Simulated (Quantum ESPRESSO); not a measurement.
MnO: single point with PBEsol

Crystal: MnO.

```
CELL_PARAMETERS angstrom
0.00000 2.22391 2.22391
2.22391 0.00000 2.22391
2.22391 2.22391 0.00000
ATOMIC_POSITIONS crystal
Mn 0.98735 0.99248 0.01714
O 0.50496 0.51195 0.49104
```

The cell is a database's computed one.

The cell isn't the ideal one: atoms moved at random, drawn with an rms of 0.05 Å.

| Property | Result |
| --- | --- |
| Program | Quantum ESPRESSO 7.5 |
| Task | single point |
| Functional | PBEsol |
| Potentials or basis | GBRV 1.5 PBEsol |
| Cutoff | 612 eV |
| Density cutoff | 4898 eV |
| k mesh | 10 × 10 × 10 |
| Occupations | fermi-dirac, width 0.05 eV |
| Spin | collinear spin, ferromagnetic start |
| Starting moments | [4.0, 0.0] μB |
| Mixing beta | 0.3 |
| Most SCF iterations | 120 |
| SCF threshold | 4e-10 Ry |

| Property | Result |
| --- | --- |
| Pressure | -6.2 GPa |
| Largest force | 0.278 eV/Å |
| Band gap on the k mesh | none (metal or under the smearing width) |
| Net moment | 4.79 μB per cell |
| Absolute moment | 4.79 μB per cell |
| Site moments | Mn +3.98; O +0.23 μB |
| Valence electrons inside the program's atomic spheres | Mn 12.43; O 5.74 |

Forces in eV/Å, atoms in the order of the input:
```
Mn  -0.043 -0.055  0.269
O    0.043  0.055 -0.269
```

Stress tensor (GPa, compression positive):
```
-6.60 -0.01  0.05
-0.01 -6.58  0.06
 0.05  0.06 -5.49
```

Levels at points of the mesh, in eV from the Fermi level:
Spin up:
```csv
k point,band 9,band 10,band 11,band 12,band 13,band 14,band 15,band 16,band 17,band 18
"(0.00, 0.00, 0.00)",-3.21,-3.07,-3.05,-2.67,-2.47,-0.64,13.70,16.00,16.01,16.06
"(0.00, 0.00, -0.50)",-2.31,-2.30,-1.87,0.20,0.21,3.33,7.58,11.66,11.69,18.19
"(0.00, -0.50, -0.50)",-4.04,-2.20,-2.02,-2.02,-1.90,4.84,7.67,10.14,13.48,13.54
"(0.50, 0.50, 0.50)",-2.31,-2.30,-1.87,0.17,0.19,3.35,7.59,11.67,11.71,18.18
"(-0.50, 0.00, 0.00)",-2.31,-2.30,-1.87,0.17,0.20,3.34,7.59,11.67,11.70,18.18
"(0.00, -0.50, 0.00)",-2.31,-2.30,-1.87,0.18,0.21,3.34,7.58,11.67,11.70,18.18
"(-0.50, 0.00, -0.50)",-4.04,-2.20,-2.02,-2.02,-1.90,4.84,7.67,10.14,13.49,13.54
"(-0.50, -0.50, 0.00)",-4.22,-2.24,-2.02,-2.02,-1.90,4.80,7.75,10.20,13.45,13.46
```
Spin down:
| k point | band 5 | band 6 | band 7 | band 8 | band 9 | band 10 | band 11 | band 12 |
| --- | --- | --- | --- | --- | --- | --- | --- | --- |
| (0.00, 0.00, 0.00) | -19.72 | -3.42 | -3.39 | -3.39 | 0.69 | 0.76 | 0.79 | 0.80 |
| (0.00, 0.00, -0.50) | -18.75 | -7.42 | -4.87 | -4.86 | 1.97 | 2.01 | 2.02 | 3.64 |
| (0.00, -0.50, -0.50) | -18.78 | -6.46 | -4.39 | -4.37 | -0.80 | 2.04 | 2.21 | 2.46 |
| (0.50, 0.50, 0.50) | -18.75 | -7.42 | -4.85 | -4.85 | 1.95 | 2.00 | 2.02 | 3.54 |
| (-0.50, 0.00, 0.00) | -18.75 | -7.42 | -4.86 | -4.84 | 1.96 | 2.00 | 2.02 | 3.57 |
| (0.00, -0.50, 0.00) | -18.75 | -7.42 | -4.87 | -4.85 | 1.96 | 2.00 | 2.02 | 3.58 |
| (-0.50, 0.00, -0.50) | -18.78 | -6.46 | -4.39 | -4.37 | -0.80 | 2.04 | 2.21 | 2.46 |
| (-0.50, -0.50, 0.00) | -18.78 | -6.45 | -4.35 | -4.35 | -0.86 | 2.02 | 2.20 | 2.46 |

Run time: 100 s on 2 MPI ranks on Arm Neoverse V2, on a shared host, peak memory 0.38 GiB a rank.

Caveat: a cell with one magnetic atom can't hold antiferromagnetic order, which such compounds often take; semilocal functionals often make such compounds metallic where correlation or magnetic order opens a gap, which also shifts bond lengths.
